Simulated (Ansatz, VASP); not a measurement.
**Y: VASP beside Ansatz**

INCAR

```
SYSTEM = Y
PREC     = Accurate       ! precision mode
ENCUT    = 520            ! plane-wave cutoff, eV
EDIFF    = 1E-6           ! SCF threshold, eV
ISMEAR   = -1             ! smearing method
SIGMA    = 0.08           ! smearing width, eV
LREAL    = .False.        ! projectors in reciprocal space
LASPH    = .True.         ! aspherical terms in the spheres
NELM     = 80             ! most SCF steps
ALGO     = Fast           ! electronic algorithm
ISIF     = 2              ! what is computed and relaxed
LWAVE    = .False.        ! write WAVECAR
LCHARG   = .False.        ! write CHGCAR
GGA      = PE             ! functional
NBANDS   = 12             ! bands
```

File KPOINTS:

```
regular mesh
0
Gamma
  11 11 11
  0 0 0
```

The input POSCAR:

```
Y
1.0
    3.2657968366      0.0000000000      0.0000000000
    0.0000000000      3.2657968366      0.0000000000
    0.0000000000      0.0000000000      3.2657968366
Y
1
Direct
    0.0000000000      0.0000000000      0.0000000000
```

Input for Ansatz:

```yaml
crystal:
  lattice:
    - [3.2657968366, 0.0, 0.0]
    - [0.0, 3.2657968366, 0.0]
    - [0.0, 0.0, 3.2657968366]
  atoms:
    - { symbol: "Y", position: [0.0, 0.0, 0.0] }
kpoints:
  mp_grid: { grid: [11, 11, 11] }
  band_path:
    path:
      - [0.0, 0.0, 0.0]
      - [0.0, 0.5, 0.0]
      - [0.5, 0.5, 0.0]
      - [0.0, 0.0, 0.0]
      - [0.5, 0.5, 0.5]
      - [0.0, 0.5, 0.0]
      - [0.5, 0.5, 0.5]
      - [0.5, 0.5, 0.0]
    npoints: 14
scf:
  occupations: { method: fermi_dirac, width: 0.08 }
hamiltonian:
  xc: pbe
  pseudopotentials: { kind: all_electron, lapw: { basis_error: 0.001 } }
output:
  forces: true
  stress: true
  eigenvalues: true
  populations: true
  dos: { projected: true, de: 0.2, e_range: [-14, 8] }
```

This isn't the form of Y at room conditions, which is hcp.

Alike in both runs: task single point; functional PBE; k mesh 11 × 11 × 11; occupations fermi-dirac, width 0.08 eV; no spin polarisation.

|  | VASP | Ansatz |
| --- | --- | --- |
| version | VASP 6.6.1 | Ansatz 0.2.0 |
| potentials or method | VASP PAW PBE potentials, release 64 (Y_sv) | all-electron LAPW, scalar-relativistic |
| plane-wave cutoff (eV) | 520 | see its input |

```tsv
	VASP	Ansatz	Ansatz less VASP
pressure (GPa)	0.0	0.0	+0.06
```

Ansatz ran all-electron here, so the differences hold the error of VASP's frozen core and of both bases.
